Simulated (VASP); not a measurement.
# Te (C2/m) in VASP: a series of runs

One crystal, Te, is run at these levels: PBE; tasks: single point.

Everything below comes from runs of VASP 6.6.1. Logs are shortened: lines on timing, memory, paths and dates and some standing lists are left out, and cuts for length are marked.

## 1. Starting point

The structure is monoclinic, space group C2/m (No. 12). Conventional cell: a = 7.641 Å, b = 4.296 Å, c = 5.977 Å, α = 90.00°, β = 90.90°, γ = 90.00°. Te (site symmetry 2/m) is surrounded by 6 Te at 3.09 to 3.31 Å. Te (site symmetry m) is surrounded by 6 Te at 3.03 to 3.47 Å.

This isn't the form of Te at room conditions, which is trigonal, of chains.

## 2. Single point, PBE

The input, INCAR:

```
ADDGRID = F
ALGO = Normal
EDIFF = 1E-6
ENCUT = 520
GGA = PE
ISIF = 2
ISMEAR = 0
LASPH = T
LCHARG = F
LREAL = F
LWAVE = F
NBANDS = 16
NELM = 100
PREC = Low
SIGMA = 0.05
```

The input, KPOINTS:

```
k-points
0
Gamma
  7 7 5
```

The input, POSCAR:

```
Te
1.0
    3.8202894285     -2.1482026000      0.0000000000
    3.8202894285      2.1482026000      0.0000000000
   -0.0942908673      0.0000000000      5.9760906531
Te
3
Direct
    0.0053760000      0.0030970000      0.0153300000
    0.3128830000      0.3144850000      0.3485460000
    0.7243610000      0.6723340000      0.6509690000
```

Potentials or basis: VASP PAW PBE potentials, release 64 (Te).

The run is started by

```bash
> cat potpaw_PBE.64/Te/POTCAR > POTCAR
> mpirun -np 1 vasp_std > vasp.out
```

OUTCAR:

```text
EDIFF = 1E-6
   ENCUT = 520
   GGA = PE
   ISIF = 2
   ISMEAR = 0
   LASPH = T
   LREAL = F
   NELM = 100
   PREC = Low

 Found    123 irreducible k-points:

 Following reciprocal coordinates:
            Coordinates               Weight
  0.000000  0.000000  0.000000      1.000000
  0.142857  0.000000  0.000000      2.000000
 -0.000000 -0.142857  0.000000      2.000000
  0.285714  0.000000  0.000000      2.000000
  0.000000 -0.285714 -0.000000      2.000000
  0.428571  0.000000  0.000000      2.000000
   k-points           NKPTS =    123   k-points in BZ     NKDIM =    123   number of bands    NBANDS=     16
   number of dos      NEDOS =    301   number of ions     NIONS =      3
   total plane-waves  NPLWV =  20736
   dimension x,y,z NGX =    24 NGY =   24 NGZ =   36
   dimension x,y,z NGXF=    24 NGYF=   24 NGZF=   36
   ions per type =               3
   NGX,Y,Z   is equivalent  to a cutoff of   9.10,  9.10, 10.01 a.u.
   NGXF,Y,Z  is equivalent  to a cutoff of   9.10,  9.10, 10.01 a.u.
 SYSTEM =  unknown system
   PREC   = low       normal or accurate (medium, high low for compatibility)
   ISTART =      0    job   : 0-new  1-cont  2-samecut
   ICHARG =      2    charge: 1-file 2-atom 10-const
   ISPIN  =      1    spin polarized calculation?
   LNONCOLLINEAR =      F non collinear calculations
   LSORBIT =      F    spin-orbit coupling
   LASPH  =      T    aspherical Exc in radial PAW
   ENCUT  =  520.0 eV  38.22 Ry    6.18 a.u.   8.15  8.15 11.11*2*pi/ulx,y,z
   NELM   =    100;   NELMIN=  2; NELMDL= -5     # of ELM steps
   EDIFF  = 0.1E-05   stopping-criterion for ELM
   LREAL  =      F    real-space projection
   EDIFFG = 0.1E-04   stopping-criterion for IOM
   NSW    =      0    number of steps for IOM
   IBRION =     -1    ionic relax: 0-MD 1-quasi-New 2-CG
   NFREE  =      0    steps in history (QN), initial steepest desc. (CG)
   ISIF   =      2    stress and relaxation
   ISYM   =      2    0-nonsym 1-usesym 2-fastsym
   POTIM  = 0.5000    time-step for ionic-motion
   TEBEG  =    0.0;   TEEND  =   0.0 temperature during run
   PSTRESS=    0.0 pullay stress
   NELECT =      18.0000    total number of electrons
   NUPDOWN=      -1.0000    fix difference up-down
   EMIN   =  10.00;   EMAX   =-10.00  energy-range for DOS
   EFERMI =   0.00;   METHOD = LEGACY
   ISMEAR =     0;   SIGMA  =   0.05  broadening in eV -4-tet -1-fermi 0-gaus
   EFERMI_NEDOS =   21; number of points for ismear=-14 and -15
   IALGO  =     38    algorithm
   IMIX   =      4    mixing-type and parameters
     AMIX     =   0.40;   BMIX     =  1.00
     AMIX_MAG =   1.60;   BMIX_MAG =  1.00
  volume/ion in A,a.u.               =      32.70       220.64
  Fermi-wavevector in a.u.,A,eV,Ry     =   0.930307  1.758025 11.775440  0.865470
  Thomas-Fermi vector in A             =   2.056681
   LORBIT       =      0    0 simple, 1 ext, 2 COOP (PROOUT), +10 PAW based schemes
   GGA     = PE    functional components
   LHFCALC =     F    Hartree Fock is set to
   AEXX    =    0.0000 exact exchange contribution
   IVDW    =     0    specifies the selected vdW correction
   LEPSILON=     F    determine dielectric tensor
   LRPA    =     F    only Hartree local field effects (RPA)
 non-spin polarized calculation
 Gauss-broadening in eV      SIGMA  =   0.05
  energy-cutoff  :      520.00
  volume of cell :       98.09
 maximum number of plane-waves:      2659
   NGX = 17   NGY = 17   NGZ = 23

 number of electron      18.0000107 magnetization

 Free energy of the ion-electron system (eV)
  ---------------------------------------------------
  ext. energy  EPLUGINS =         0.00000000
  ---------------------------------------------------
  free energy    TOTEN  =        -9.25668171 eV

  energy without entropy =       -9.25553368  energy(sigma->0) =       -9.25610770

 E-fermi :   6.4348     XC(G=0):  -9.2725

 val. band max:        6.4285685253   @ k =  -0.4286   0.2857  -0.4000
 cond. band min:       6.4704261116   @ k =  -0.1429  -0.1429   0.2000
 fundamental gap:      0.0418575863
 Fermi energy:         6.4347607307

 k-point     1 :       0.0000    0.0000    0.0000
  band No.  band energies     occupation
      1      -7.3597      2.00000
      2      -4.1640      2.00000
      3      -3.6965      2.00000
      4       3.3462      2.00000
      5       3.7042      2.00000
      6       4.2955      2.00000
      7       4.3422      2.00000
      8       4.8330      2.00000
      9       5.2621      2.00000
     10       7.2942      0.00000
     11       7.4983      0.00000
     12       7.9617      0.00000
     13      11.0646      0.00000
     14      11.8152      0.00000
     15      12.4920      0.00000
     16      12.6690      0.00000

 k-point     2 :       0.1429    0.0000    0.0000
  band No.  band energies     occupation
      1      -7.1878      2.00000
      2      -4.1100      2.00000
      3      -3.7598      2.00000
      4       2.2100      2.00000
      5       3.1906      2.00000
      6       3.5146      2.00000
      7       5.1898      2.00000
      8       5.3542      2.00000
      9       6.1097      2.00000
     10       6.9192      0.00000
     11       7.1911      0.00000
     12       7.5746      0.00000
     13      10.6092      0.00000
     14      11.3857      0.00000
     15      12.2836      0.00000
     16      13.0972      0.00000

 k-point     3 :      -0.0000   -0.1429    0.0000
  band No.  band energies     occupation
      1      -7.1892      2.00000
      2      -4.1372      2.00000
      3      -3.7275      2.00000
      4       2.3214      2.00000
      5       3.0887      2.00000
      6       3.4516      2.00000
      7       5.1886      2.00000
      8       5.3695      2.00000
      9       6.2949      1.99992
     10       6.5481      0.00135
     11       7.2379      0.00000
     12       7.7381      0.00000
     13      10.7070      0.00000
     14      11.4521      0.00000
     15      12.3751      0.00000
     16      12.9018      0.00000

 k-point     4 :       0.2857    0.0000    0.0000
  band No.  band energies     occupation
      1      -6.6892      2.00000
      2      -4.2001      2.00000
      3      -3.8748      2.00000
      4       1.3746      2.00000
      5       2.3951      2.00000
      6       2.7856      2.00000
      7       4.5744      2.00000
      8       5.7035      2.00000
      9       5.8891      2.00000
     10       6.8132      0.00000
     11       7.1135      0.00000
     12       8.6240      0.00000
     13       9.5490      0.00000
     14      11.9510      0.00000
     15      12.8808      0.00000
     16      14.2800      0.00000

 k-point     5 :       0.0000   -0.2857   -0.0000
  band No.  band energies     occupation
      1      -6.6949      2.00000
      2      -4.3035      2.00000
      3      -3.7455      2.00000
      4       1.4893      2.00000
      5       2.2398      2.00000
      6       2.8209      2.00000
      7       4.5240      2.00000
      8       5.5760      2.00000
      9       5.7512      2.00000
     10       6.9232      0.00000
     11       7.3833      0.00000
     12       8.4411      0.00000
     13       9.7159      0.00000
     14      12.0888      0.00000
     15      12.9404      0.00000
     16      13.9709      0.00000

 k-point     6 :       0.4286    0.0000    0.0000
  band No.  band energies     occupation
      1      -5.9477      2.00000
      2      -4.9017      2.00000
      3      -3.7666      2.00000
      4       1.4467      2.00000
      5       1.8602      2.00000
      6       2.4168      2.00000
      7       3.1609      2.00000
      8       5.8060      2.00000
      9       5.9429      2.00000
     10       6.6903      0.00000
     11       6.8632      0.00000
     12       8.9209      0.00000
     13      10.0100      0.00000
     14      13.4799      0.00000
     15      14.4390      0.00000
     16      15.3779      0.00000

 [... further k-points ...]

------------------------ aborting loop because EDIFF is reached ----------------------------------------

  FORCE on cell =-STRESS in cart. coord.  units (eV):
  Direction    XX          YY          ZZ          XY          YZ          ZX
  --------------------------------------------------------------------------------------
  -------------------------------------------------------------------------------------
  Total        0.3431416      1.1489604      0.7754126     -0.2768395      0.4435903     -0.5427933
  in kB        5.6048665     18.7670906     12.6655708     -4.5218893      7.2455926     -8.8659722
  external PRESSURE =      12.3458426 kB  Pullay stress =       0.0000000 kB

 VOLUME and BASIS-vectors are now :
 -----------------------------------------------------------------------------
  energy-cutoff  :      520.00
  volume of cell :       98.09
      direct lattice vectors                 reciprocal lattice vectors
     3.820289429 -2.148202600  0.000000000     0.130880136 -0.232752721  0.002065029
     3.820289429  2.148202600  0.000000000     0.130880136  0.232752721  0.002065029
    -0.094290867  0.000000000  5.976090653     0.000000000  0.000000000  0.167333472

 POSITION                                       TOTAL-FORCE (eV/Angst)
 -----------------------------------------------------------------------------------
      0.03092     -0.00490      0.09161         0.066824     -0.111623     -0.088761
      2.36386      0.00344      2.08294         0.186109      0.023695     -0.479700
      5.27440     -0.11176      3.89025        -0.252932      0.087928      0.568461
 -----------------------------------------------------------------------------------
    total drift:                               -0.000410      0.000441      0.000092

  FREE ENERGIE OF THE ION-ELECTRON SYSTEM (eV)
  ---------------------------------------------------
  free  energy   TOTEN  =        -9.2566817137 eV

  energy  without entropy=       -9.2555336829  energy(sigma->0) =       -9.25610770
```

Wall time 64 s (1 thread of AMD EPYC 7R13 (Zen 3), shared host); peak memory 0.2 GiB.

These settings aren't checked as converged: the numbers below hold their error.

Results:

- Free energy: -9.2567 eV
- Pressure: 1.2 GPa
- Largest force: 0.628 eV/Å
- Band gap on the k mesh: none (metal or under the smearing width)

[end of part 1 of 2]
